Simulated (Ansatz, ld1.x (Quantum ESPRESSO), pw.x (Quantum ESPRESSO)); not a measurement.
**Ge (Z = 32): one change to the TM potential, in the atom and in the fcc crystal**

- Element: Ge
- Generator: ld1.x (Quantum ESPRESSO) 7.5
- Type: norm-conserving Troullier–Martins (Kleinman–Bylander form)
- Functional: PBE
- Relativity: scalar-relativistic
- Frozen core: [Ar] 3d10
- Valence charge: 4
- Reference configuration: 4s2 4p2
- Partial waves: 4s (bound): rc 1.50 bohr; 4p (bound): rc 1.45 bohr
- Local potential: all-electron potential smoothed inside 1.50 bohr (lloc = -1)
- Core correction: none

Change: all radii scaled by about 1.38 (s 2.06, p 2.00 bohr); local potential all-electron potential smoothed inside 2.06 bohr (lloc = -1).

Cutoffs, loose and tight: the cutoffs (Ry, on a coarse ladder) from which the occupation-weighted sum of valence levels, in a spherical-Bessel basis at the reference potential, stays within 10 and 1 mRy of its value at 400 Ry. They do not see the model core or the augmentation charge, which bear on the density cutoff. Test errors are all-electron minus pseudo excitation energies from the reference, over the configurations 4s2 4p1; 4s2 4p0; 4s1 4p0; 4s2 4p2.3; 4s2 4p1.5; 4s1 4p3; 4s1 4p2; variants that change the core or the reference have their own tests.

Crystal test: fcc Ge in pw.x 7.5, no spin, 13³ k-points, Fermi–Dirac smearing 0.01 Ry, cutoffs set for each file from its atomic test. The reference is all-electron LAPW (Ansatz 0.2.0) with the same functional, mesh and smearing; V0 and B0 come from Birch–Murnaghan fits to the pressures at five volumes. Errors are pseudo minus all-electron; Δ is the rms difference of the E(V) curves that follow from these fits, minima aligned, over ±6 % about the mean V0. Mesh and smearing are coarse, so the numbers serve the comparison and aren't converged zero-temperature values; the lattice is a test structure that the element need not adopt.

All-electron: a0 = 4.278 Å (V0 = 19.58 Å³/atom), B0 = 60.8 GPa.

Q: Does the change bring the crystal closer to the all-electron result?

A: The mean pressure error goes from -14.27 to -9.73 GPa, so the change moves the solid closer to the all-electron pressures. Neither pressure curve crosses zero within the volumes sampled, so no fits are given.

| quantity | base | changed |
| --- | --- | --- |
| outcome (atom) | generated | generated |
| cutoff, loose (atom) | 45 Ry | 15 Ry |
| cutoff, tight (atom) | 70 Ry | 35 Ry |
| bound ghosts (atom) | none | none |
| largest test error (meV) (atom) | +104 | +89 |
| cutoffs in pw.x (Ry) | 85/340 | 45/180 |
| mean pressure error (GPa) | -14.27 | -9.73 |

Base: This is a poor potential for the solid. Changed file: This is a poor potential for the solid.
